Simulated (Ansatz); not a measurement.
The reference is ZnTe in the zinc blende structure (space group F-43m, No. 216; a = 6.179 Å). Axes: x, y, z lie along the cube axes.

(Cell as relaxed with PBE.)

Levels (all Ansatz, a first-principles code, PAW, earlier PAW set): PBE (420 eV, without spin-orbit coupling); PBEsol (420 eV, no spin-orbit coupling).

Each level relaxes its own structure.

```json
[
 {"base": "volume per atom", "PBE": "29.49 Å³", "PBEsol": "27.90 Å³"},
 {"base": "lattice parameter a", "PBE": "11.677 bohr", "PBEsol": "11.463 bohr"},
 {"base": "band gap", "PBE": "1.07 eV", "PBEsol": "1.23 eV"}
]
```

Perturbation: tensile biaxial strain of 2.56 % in the plane normal to [001], as in epitaxy on a mismatched substrate; the out-of-plane cell vector and the atoms relax.

| quantity | PBE | PBEsol |
|---|---|---|
| energy relative to the base (free energy F) | +6.9 meV/atom | +7.1 meV/atom |
| ratio −ε⊥/ε∥ | 1.08 | 1.14 |
| shortest interatomic distance | 5.098 bohr | 5.002 bohr |

PBE's ratio −ε⊥/ε∥ lies 0.067 below PBEsol's; PBE's shortest interatomic distance lies 0.096 bohr above PBEsol's (1.9 %). Neither level is exact; PBEsol is the comparison here, not a measurement.

Spin-orbit coupling, missing from the scalar runs, can matter with Te. Whether these cells are dynamically stable was not tested.
